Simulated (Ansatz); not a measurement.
From band curvature to drive current

Plane-wave DFT in Ansatz, PBE, scalar-relativistic PAW potentials, cutoff 420 eV, no spin-orbit coupling; no spin polarisation. Relaxed crystals whose conduction band edge is a single valley at Γ; masses by central differences along the Cartesian axes of the standard setting.

| crystal | gap (eV) | gap kind | m_x | m_y | m_z (mₑ) |
| --- | --- | --- | --- | --- | --- |
| InP (F-43m) | 0.44 | direct | 0.039 | 0.039 | 0.039 |
| ZnSe (F-43m) | 1.15 | direct | 0.0906 | 0.0906 | 0.0906 |
| Na₂S (Fm-3m) | 2.45 | direct | 0.288 | 0.288 | 0.288 |
| TiO₂ (P4_2/mnm) | 1.86 | direct | 1.16 | 1.16 | 0.577 |
| ZnS (P6_3mc) | 2.08 | direct | 0.179 | 0.179 | 0.157 |
| Ga₂O₃ (C2/m) | 2.01 | indirect | 0.22 | 0.231 | 0.211 |

Question: Take a film 7 nm thick, normal along z, current along x, at 300 K. Work out the injection velocity, the density-of-states capacitance and the confinement shift.

Answer: For a non-degenerate gas v_T = √(2k_BT/πm_x) = 5.38×10⁶ cm/s ÷ √(m_x/mₑ); one valley with both spins has C_Q = e²√(m_x m_y)/πħ² = 66.9 μF/cm² × √(m_x m_y)/mₑ; hard walls lift the first subband by ħ²π²/(2m_z t²) = 376 meV nm² ÷ (t² m_z/mₑ).
| crystal | v_T (10⁷ cm/s) | C_Q (μF/cm²) | shift (meV) |
| --- | --- | --- | --- |
| InP (F-43m) | 2.72 | 2.6 | 197 |
| ZnSe (F-43m) | 1.79 | 6.1 | 85 |
| Na₂S (Fm-3m) | 1.00 | 19.3 | 27 |
| TiO₂ (P4_2/mnm) | 0.50 | 77.6 | 13 |
| ZnS (P6_3mc) | 1.27 | 12.0 | 49 |
| Ga₂O₃ (C2/m) | 1.15 | 15.1 | 36 |

Question: With a gate oxide of 1 nm equivalent thickness (3.45 μF/cm²), which gives the most current per gate overdrive in the ballistic limit?

Answer: The gate capacitance is the series value C_G = 1/(1/C_ox + 1/C_Q), and the current goes as C_G v_T: InP (F-43m) 1.00, ZnSe (F-43m) 0.97, ZnS (P6_3mc) 0.84, Ga₂O₃ (C2/m) 0.80, Na₂S (Fm-3m) 0.72, TiO₂ (P4_2/mnm) 0.41 (relative). For an isotropic mass C_G v_T peaks where C_Q = C_ox, at about 0.05 mₑ. This measure doesn't part those within 10 % of the top value: InP (F-43m), ZnSe (F-43m). C_Q is the degenerate value and v_T the non-degenerate one; at high drain bias only forward-going states fill, which halves C_Q, while degeneracy raises the velocity, so values within about 10 % of each other aren't ranked. Scattering and the charge centroid are left out, and so are side valleys, which confinement lifts less and can make the lowest. Compounds of alkali metals are ruled out in practice, since their ions drift in the gate field. In oxides whose conduction band is of d states, electrons tend to self-trap as polarons, and the band mass says little. Where the shift is under 25 meV (TiO₂ (P4_2/mnm)) higher subbands (the second lies three shifts above the first) fill in part at 300 K, so C_Q is larger than given. Where the shift is over a third of the gap (InP (F-43m)) the band isn't parabolic that far up, so the true shift is smaller and the mass larger. Semilocal functionals give gaps too small and so, as a rule, masses too light.

Cost: about 13 core-minutes for the runs cited, on Arm Neoverse V1, Arm Neoverse V2, Intel Xeon Platinum 8259CL (Skylake/Cascade Lake) and other processors (shared hosts).